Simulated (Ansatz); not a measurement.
CdS (Hawleyite):

```xyz
2
Lattice="0.0000 2.9165 2.9165 2.9165 0.0000 2.9165 2.9165 2.9165 0.0000" Properties=species:S:1:pos:R:3 pbc="T T T"
Cd   -0.0941    0.1243    0.0005
S     4.4027    4.3172    4.3726
```

The cell isn't the ideal one: atoms moved at random, drawn with an rms of 0.15 Å.

```yaml
Program: Ansatz 0.2.0
Task: relaxation of the atoms
Functional: LDA
Potentials_or_basis: Ansatz PAW
Cutoff: "420 eV (not typed: the program's choice for these potentials)"
k_mesh: 8 × 8 × 8
Occupations: fermi-dirac, width 0.05 eV
Spin: non-collinear spin, ferromagnetic start, spin-orbit coupling
Starting_moments: "[[0.0, 0.0, 0.5], [0.0, 0.0, 0.0]] μB"
```

At the start: volume 24.81 Å³/atom.

Task: Where does the relaxation end?

Result: Over 4 steps the energy falls by 59.0 meV/atom; space group F-43m (No. 216, to 0.05 Å); moment 0.00 μB per cell.

Step by step:
| step | energy change (eV) | largest force (eV/Å) |
| --- | --- | --- |
| 1 | 0.0000 | 1.1965 |
| 2 | -0.0924 | 0.5178 |
| 3 | -0.1180 | 0.0060 |
| 4 | -0.1180 | 0.0060 |

Final structure:
```cif
data_structure
_symmetry_space_group_name_H-M 'P 1'
_symmetry_Int_Tables_number 1
_cell_length_a 4.1246
_cell_length_b 4.1246
_cell_length_c 4.1246
_cell_angle_alpha 60.000
_cell_angle_beta 60.000
_cell_angle_gamma 60.000
_cell_volume 49.62
loop_
_atom_site_label
_atom_site_type_symbol
_atom_site_fract_x
_atom_site_fract_y
_atom_site_fract_z
_atom_site_occupancy
Cd1 Cd 0.01142 0.98833 0.00018 1
S1 S 0.76108 0.73861 0.75020 1
```

Caveat: the PAW data sets come from PBE, with cores solved anew for the run's functional, which leaves a small shift of forces and pressure; the starting moments weren't kept; the thresholds are loose for stress.
